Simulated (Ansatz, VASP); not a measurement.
Given: the input of a run of Ansatz 0.2.0 on Si.

Contents of input.yaml:

```yaml
crystal:
  lattice:
    - [2.6378979089, 0.0, 0.0]
    - [-1.3189489545, 2.2844866016, 0.0]
    - [0.0, 0.0, 2.4826883388]
  atoms:
    - { symbol: Si, position: [0.0, 0.0, 0.0] }
kpoints:
  mp_grid: { grid: [12, 12, 11] }
scf:
  occupations: { method: fermi_dirac, width: 0.05 }
hamiltonian:
  xc: pbe
  pseudopotentials: { kind: all_electron, lapw: { basis_error: 0.0005 } }
output:
  forces: true
  stress: true
  eigenvalues: true
```

Potentials or basis: all-electron LAPW, scalar-relativistic.

The run is started by

```sh
$ ansatz run input.yaml --threads 1 --pin off --max-ram 3072MiB --backend cpu --events-out ev --progress --plain --runs-dir out
```

Translate it to VASP 6.6.1. Potentials there: VASP PAW PBE potentials, release 64 (Si).

As run (the cutoff follows the program's own potentials):

Contents of INCAR:

```
SYSTEM = Si
ALGO = Normal
EDIFF = 1E-7
ENCUT = 520
GGA = PE
ISIF = 2
ISMEAR = -1
LASPH = .True.
LCHARG = .True.
LELF = .True.
LREAL = .False.
LVHAR = .True.
LWAVE = .False.
NBANDS = 8
NELM = 60
PREC = Accurate
SIGMA = 0.05
```

Contents of KPOINTS:

```
k-points
0
Gamma
  12 12 11
  0 0 0
```

Contents of POSCAR:

```
Si
1.0
    2.6378979089      0.0000000000      0.0000000000
   -1.3189489545      2.2844866016      0.0000000000
    0.0000000000      0.0000000000      2.4826883388
Si
1
Direct
    0.0000000000      0.0000000000      0.0000000000
```

Potentials or basis: VASP PAW PBE potentials, release 64 (Si).

The run is started by

```sh
$ cat potpaw_PBE.64/Si/POTCAR > POTCAR
$ mpirun -np 1 vasp_std > vasp.out
```

Both were run:

|  | VASP | Ansatz | Ansatz less VASP |
| --- | --- | --- | --- |
| gap on the k mesh at the Fermi level (eV) | none | none | - |
| pressure (GPa) | 0.7 | 0.8 | +0.06 |
| largest component of the traceless stress (GPa) | 2.59 | 2.58 | -0.005 |

A gap of «none» marks a metal or a gap that the smearing closes. Ansatz ran all-electron here, so the differences hold the error of VASP's frozen core and of both bases.
